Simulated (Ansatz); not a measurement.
Crystal: WS2.

```
W S
1.0
     0.00000    3.00794    3.00794
     3.00794    0.00000    3.00794
     3.00794    3.00794    0.00000
W S
1 2
Direct
  0.00000 0.00000 0.00000
  0.25000 0.25000 0.25000
  0.75000 0.75000 0.75000
```

Measurements of this composition are mostly on another form, of space group No. 194.

Base run:

| Quantity | Value |
| --- | --- |
| Program | Ansatz 0.2.0 |
| Functional | PBEsol |
| Potentials or basis | Ansatz PAW |
| Cutoff | 420 eV (not typed: the program's choice for these potentials) |
| k mesh | 6 × 6 × 6 |
| Occupations | gaussian, width 0.05 eV |
| Spin | collinear spin, ferromagnetic start |
| Starting moments | [0.5, 0.0, 0.0] μB |

Its results: band gap on the k mesh none (metal or under the smearing width); pressure -10.9 GPa; net moment 1.75 μB per cell; site moments W +1.19; S -0.01 μB.

The run is repeated on the same cell with these changes: hubbard terms from none to W d U = 5 eV; hubbard projectors from none to ortho-atomic (the default). What comes out?

Band gap on the k mesh 0.04 eV, direct; pressure -3.7 GPa; net moment 1.99 μB per cell; site moments W +1.60; S -0.14 μB.

Caveats: the PAW data sets come from PBE, with cores solved anew for the run's functional, which leaves a small shift of forces and pressure; the magnetic or orbital state may not be the lowest (some runs); spin-orbit coupling is left out, which moves the levels of the heavy elements (some runs).

A k mesh can miss the band edges.
